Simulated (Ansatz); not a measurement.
Notes on TiPbO3

```
Pb Ti O
1.0
     4.01307    4.01307    0.00000
     4.01307   -4.01307    0.00000
     0.00000    0.00000    4.07991
Pb Ti O
2 2 6
Cartesian
  0.0000 0.0000 0.0000
  4.0131 0.0000 0.0000
  2.0065 -2.0065 2.1338
  2.0065 2.0065 2.1338
  2.0065 -2.0065 0.2489
  2.0065 2.0065 0.2489
  2.0065 0.0000 2.2970
  6.0196 0.0000 2.2970
  4.0131 -2.0065 2.2970
  4.0131 2.0065 2.2970
```

The numbers come from plane-wave PAW DFT (Ansatz): r2SCAN, collinear spin, 500 eV, 4×4×6 Γ-centred k points, gaussian occupations (width 0.0365 eV). Nothing was relaxed.

The state carries no moments; the state need not be the lowest.

Problem. What does the stress say?

Solution. The pressure is -10.6 GPa (compression positive), so with the atoms held at these fractions the cell would first shrink.

Problem. What is the formation energy?

Solution. -2.50 eV an atom against the elements' usual phases (free molecules for gases, crystals otherwise, with no correction for O₂ or N₂), so it is bound against them; other compounds may still compete. Relaxing would lower it.

Problem. What is the character of the valence top and the conduction bottom?

Solution. Within 0.7 eV of the edges, the states project mainly on O p (89 %) below the gap and on Ti d (88 %) above it.

Problem. Metal or insulator? Give the gap.

Solution. The gap is 2.03 eV, indirect or between spins (the least direct gap found is 2.14 eV).

Origin: a database entry at a rescaled volume. Caveats: the input typed no starting moments; no spin-orbit coupling, which can shift this gap by tenths of an eV; atoms or cell far from equilibrium.
